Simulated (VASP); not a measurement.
W, 2 atoms in the cell. Symmetry: I4_1/amd, No. 141, tetragonal system. Conventional cell: a = 5.078 Å, b = 5.078 Å, c = 2.692 Å, α = 90.00°, β = 90.00°, γ = 90.00°. W (site symmetry -4m2) has 6 W at 2.63 to 2.69 Å as nearest neighbours. The cell was built by a generator and needn't be a form met in nature.

```yaml
Program: VASP 6.6.1
Task: single point
Functional: r2SCAN
Potentials_or_basis: VASP PAW PBE potentials, release 64 (W_sv)
Cutoff: 520 eV
k_mesh: 8 × 8 × 8
Occupations: gaussian, width 0.1 eV
Spin: no spin polarisation
Dipole_correction: no
Further_INCAR_settings: ALGO = Normal; EDIFF = 1e-07; NBANDS = 21
```

Potentials or basis: VASP PAW PBE potentials, release 64 (W_sv).

The run is started by

```bash
$ cat potpaw_PBE.64/W_sv/POTCAR > POTCAR
$ cp INCAR.step1 INCAR
$ mpirun -np 1 vasp_std > vasp.out
$ cp INCAR.step2 INCAR
$ mpirun -np 1 vasp_std > vasp.out
```

Hardware: 1 thread of AMD EPYC 7R43 64-Core Processor (Zen 3), on a shared host.

Q: Estimate the wall time of this run.

A: Run time: 4.4 min on 1 thread of AMD EPYC 7R43 64-Core Processor (Zen 3), on a shared host, peak memory 0.14 GiB. Counts: scf iterations 10, k points 59.
